## Question

Zinc oxide is colourless because its measured gap of 3.37 eV is too wide for visible light to bridge. The table lists the gap computed for one fixed crystal at several levels of theory, called rungs: LDA, GGA (PBE, PBEsol, RPBE), meta-GGA (LAK) and hybrid (HSEsol). The VASP band runs with LDA and RPBE used Gaussian smearing and the other runs Fermi–Dirac, a difference that is immaterial at these gaps.

Band gaps of wurtzite ZnO (P6_3mc) from DFT in the programs listed, at a fixed geometry with a = 3.249 Å and c = 5.206 Å, without spin polarization or spin–orbit coupling. Gaps are read along the band path, with a smearing width of 0.05 eV; the basis column gives the plane-wave cutoff, and the measured gap is 3.37 eV.

```csv
method,rung,program,potentials,basis,k mesh,gap (eV),computed less measured (eV)
LDA,LDA,Ansatz,Ansatz PAW,420 eV,9x9x5 4-atom cell,0.735,-2.635
LDA,LDA,VASP,"VASP PAW LDA potentials, recommended",520 eV,9x9x5 4-atom cell,0.742,-2.628
PBE,GGA,Ansatz,Ansatz PAW,420 eV,9x9x5 4-atom cell,0.805,-2.565
PBE,GGA,VASP,"VASP PAW PBE potentials, recommended",520 eV,9x9x5 4-atom cell,0.790,-2.580
PBEsol,GGA,VASP,"VASP PAW PBE potentials, recommended",520 eV,9x9x5 4-atom cell,0.685,-2.685
PBEsol,GGA,Quantum ESPRESSO,GBRV 1.5 PBEsol,612 eV,9x9x5 4-atom cell,0.719,-2.651
RPBE,GGA,VASP,"VASP PAW PBE potentials, recommended",520 eV,9x9x5 4-atom cell,0.880,-2.490
LAK,meta-GGA,VASP,"VASP PAW PBE potentials, recommended",520 eV,9x9x5 4-atom cell,1.471,-1.899
HSEsol,hybrid,Ansatz,Ansatz PAW,420 eV,5x5x3 4-atom cell,?,?
```

(a) How far does each known rung fall short, and is the improvement with LAK real?

(b) HSEsol is PBEsol with a quarter of its exchange replaced by exact exchange, but only at short range. Predict its gap, with an error range.

## Model answer

**(a)** LDA and the GGAs give between 20 and 26 % of the measured gap. Taken at face value, PBE would make zinc oxide absorb all visible light. Changing from one GGA to another in VASP moves the gap by at most 0.2 eV, which hardly matters against an error of about 2.6 eV.

LAK lies 0.68 eV above PBE in the same program and removes about a quarter of the PBE error. Where two programs ran the same functional, they differ by at most 0.034 eV, so the step is far larger than the scatter between programs. The crystal is the same in every row, so a change of lattice plays no part either. The k meshes and cutoffs are usual working values, not converged limits, so differences of a few hundredths of an eV between rows may be numerical. PBE and LAK in VASP share both settings, and a step of this size is unlikely to come from them. One reservation remains: LAK, like PBEsol and RPBE in VASP, was run with potentials made for PBE, and for LAK the effect of that pairing is untested. For PBEsol it seems small, since the Quantum ESPRESSO run, with potentials made for PBEsol, gives a gap only 0.034 eV wider.

Theory offers a reason for both findings. In LDA and GGA, each electron feels a potential made from the total density, which includes its own charge. The approximate exchange cancels the resulting self-repulsion only in part, so an occupied state lies too high. In zinc oxide the zinc 3d states are thought to suffer most and to push up the oxygen 2p states at the top of the valence band. Self-repulsion is not the whole reason: even the exact potential of this kind, one and the same function of position for all states, is expected to leave the gap too small. In a meta-GGA the potential also acts on the slope of each orbital, which gives it a further way to move occupied and empty states apart. The VASP outputs also list the second conduction level at Γ, the centre of the Brillouin zone. Measured from the valence top, it rises from 5.21 eV with PBE to 6.099 eV with LAK. That is 0.89 eV, against 0.68 eV for the lowest conduction level, so LAK does not simply shift the empty states as a block.

**(b)** Exact exchange cancels the self-repulsion of an occupied state, whereas an empty state has none to cancel. Mixing it in therefore lowers the occupied states relative to the empty ones and opens the gap. The estimate needs two quantities: the opening from a quarter of exact exchange, and the part of it that the short range gives away.

*The opening.* In a solid, the other electrons screen the interaction between two charges, at large distance by the dielectric constant ε. This suggests that a fraction 1/ε of exact exchange should bring the gap close to the measured one. For zinc oxide this electronic ε, with the nuclei held still, is roughly 3.7 (a recalled value), so the ideal fraction is about 0.27. If the gap grows in proportion to the fraction, 0.25 covers 0.25 × 3.7, or about 0.93, of the way from PBEsol to experiment.

*The loss.* HSEsol leaves out the long-range part of exact exchange, whose interaction is erf(ωr)/r in atomic units. Here r is the distance between two electrons and ω, about 0.11 per bohr, sets how fast exact exchange fades out with distance. Its inverse is about 9 bohr, well beyond the Zn–O distance, and at distances well below it the interaction is nearly constant at 2ω/√π. Such a constant would lower every occupied state by the same amount and leave the empty states alone, so leaving it out costs gap. The PBEsol exchange that is kept in its place is assumed to shift both band edges nearly alike.

The numbers follow in four steps:

1. The two PBEsol gaps average 0.70 eV, which is 2.67 eV below experiment.
2. The opening is 0.25 × 3.7 × 2.67 eV = 2.47 eV, which would give a gap of 3.17 eV without the cutoff.
3. The loss is 0.25 × 27.2 eV × 2 × 0.11/√π = 0.84 eV, where 27.2 eV is one hartree.
4. The forecast is 3.17 − 0.84 = 2.33 eV.

The range is 1.93 to 2.73 eV. It is a judgement, not a statistical interval. Changing ε by 0.2 alone moves the result by 0.13 eV, and the assumption that 1/ε is the right fraction is less certain still. In words, HSEsol should lie above LAK and still clearly below experiment.

The withheld rows as computed:

```csv
method,rung,program,potentials,basis,k mesh,gap (eV),computed less measured (eV)
HSEsol,hybrid,Ansatz,Ansatz PAW,420 eV,5x5x3 4-atom cell,2.418,-0.952
```

## Remarks on the reasoning

The computed gap is 2.42 eV. The forecast is 0.09 eV too low and well inside its range, and both statements in words hold. The estimate without the cutoff is 0.75 eV too high. A candidate who wrote "hybrids repair the gap" and answered with the measured value would have missed by 0.95 eV.

The small miss should not be given a cause. The constant used for the loss is an upper limit for the exact-exchange part, because the real interaction weakens with distance, and this would make the forecast too low, as it is. An ε taken slightly too small would do the same, and so would the measured gap used as the target, because atomic motion has narrowed it. The hybrid was also run on a coarser k mesh than the PBEsol rows, and in a different program from either of them. No row repeats HSEsol on a finer mesh, so the effect of the mesh on its gap is untested and could be as large as the miss.

A good answer also says what the agreement tests. One hybrid row checks the opening less the loss, but not each part. If both were too large by the same amount, the forecast would be just as good. The measured gap went into the estimate as well, so the method explains where a hybrid lands between PBEsol and experiment; it does not predict the gap of a material that has never been measured.

For practical use, HSEsol removes about 64 % of the PBEsol error, against the quarter of the PBE error that LAK removes. Even so, a crystal with the HSEsol gap would absorb blue light, which real zinc oxide lets through. Thermal and zero-point motion do not excuse the shortfall. They are present in the measurement and narrow the gap, by roughly 0.2 eV as a recalled size, so a measured crystal at rest would lie even further above the computed value.

The argument carries over, as a rule of thumb, to other hybrids that drop exact exchange at long range. More exact exchange widens the gap, and an earlier cutoff narrows it again. The fraction quoted for a hybrid therefore does not tell how wide its gap will be until the range is known too. The differences between the rows and each term of the estimate are in the printed output below.

Printed output of the fit:

```
measured gap, eV: 3.37
LDA, VASP less Ansatz, eV: 0.007
PBE, VASP less Ansatz, eV: -0.015
PBEsol, Quantum ESPRESSO less VASP, eV: 0.034
PBE less LDA in Ansatz, eV: 0.07
PBE less LDA in VASP, eV: 0.048
PBEsol less PBE in VASP, eV: -0.105
RPBE less PBE in VASP, eV: 0.09
LAK less PBE in VASP, eV: 0.681
share of the PBE error removed by LAK, percent: 26.4
rise of the second conduction level from PBE to LAK, eV: 0.889
mean PBEsol gap, start of the forecast, eV: 0.702
estimated opening by exact exchange without cutoff, eV: 2.468
change of the forecast if epsilon changes by 0.2, eV: 0.1334
rival forecast without cutoff, eV: 3.17
estimated loss by the long-range cutoff, eV: 0.8444
forecast for HSEsol, eV: 2.326
lower end of the forecast range, eV: 1.926
upper end of the forecast range, eV: 2.726
computed HSEsol gap, eV: 2.418
forecast less computed, eV: -0.09248
rival forecast less computed, eV: 0.7519
computed HSEsol less LAK, eV: 0.947
computed HSEsol less measured, eV: -0.952
computed HSEsol less mean PBEsol, eV: 1.716
share of the mean PBEsol error removed by HSEsol, percent: 64.32
Share of the measured gap:
     row  gap_eV  percent
     LDA   0.735    21.81
     LDA   0.742    22.02
     PBE   0.805    23.89
     PBE    0.79    23.44
  PBEsol   0.685    20.33
  PBEsol   0.719    21.34
    RPBE    0.88    26.11
     LAK   1.471    43.65
  HSEsol   2.418    71.75
```
